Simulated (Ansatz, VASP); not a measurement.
**ZnAu: VASP beside Ansatz**

INCAR

```
SYSTEM = ZnAu
ALGO = Normal
EDIFF = 1E-6
ENCUT = 520
GGA = PE
ISIF = 2
ISMEAR = -1
LASPH = .TRUE.
LCHARG = .FALSE.
LREAL = .FALSE.
LWAVE = .FALSE.
NBANDS = 18
NELM = 60
PREC = Accurate
SIGMA = 0.05
```

File KPOINTS:

```
k-points
0
G
  8 8 8
  0 0 0
```

File POSCAR:

```
ZnAu
1.0
    3.1884126438      0.0000000000      0.0000000000
    0.0000000000      3.1884126438      0.0000000000
    0.0000000000      0.0000000000      3.1884126438
Au Zn
1 1
Direct
    0.0000000000      0.0000000000      0.0000000000
    0.5000000000      0.5000000000      0.5000000000
```

File input.yaml:

```yaml
crystal:
  lattice:
    - [3.1884126438, 0.0, 0.0]
    - [0.0, 3.1884126438, 0.0]
    - [0.0, 0.0, 3.1884126438]
  atoms:
    - { symbol: Au, position: [0.0, 0.0, 0.0] }
    - { symbol: Zn, position: [0.5, 0.5, 0.5] }
kpoints:
  mp_grid: { grid: [8, 8, 8] }
scf:
  occupations: { method: fermi_dirac, width: 0.05 }
hamiltonian:
  xc: pbe
  pseudopotentials: { kind: all_electron, lapw: { basis_error: 0.0005 } }
output:
  forces: true
  stress: true
  eigenvalues: true
```

Change from the starting cell: volume scaled by 1.04.

Alike in both runs: task single point; functional PBE; k mesh 8 × 8 × 8; occupations fermi-dirac, width 0.05 eV; no spin polarisation.

|  | VASP | Ansatz |
| --- | --- | --- |
| version | VASP 6.6.1 | Ansatz 0.2.0 |
| potentials or method | VASP PAW PBE potentials, release 64 (Au, Zn) | all-electron LAPW, scalar-relativistic |
| plane-wave cutoff (eV) | 520 | see its input |

|  | VASP | Ansatz | Ansatz less VASP |
| --- | --- | --- | --- |
| gap on the k mesh at the Fermi level (eV) | none | none | - |
| pressure (GPa) | 0.1 | 0.0 | -0.03 |

A gap of «none» marks a metal or a gap that the smearing closes. Ansatz ran all-electron here, so the differences hold the error of VASP's frozen core and of both bases.

Spin-orbit coupling is left out, which matters for the levels of Au.
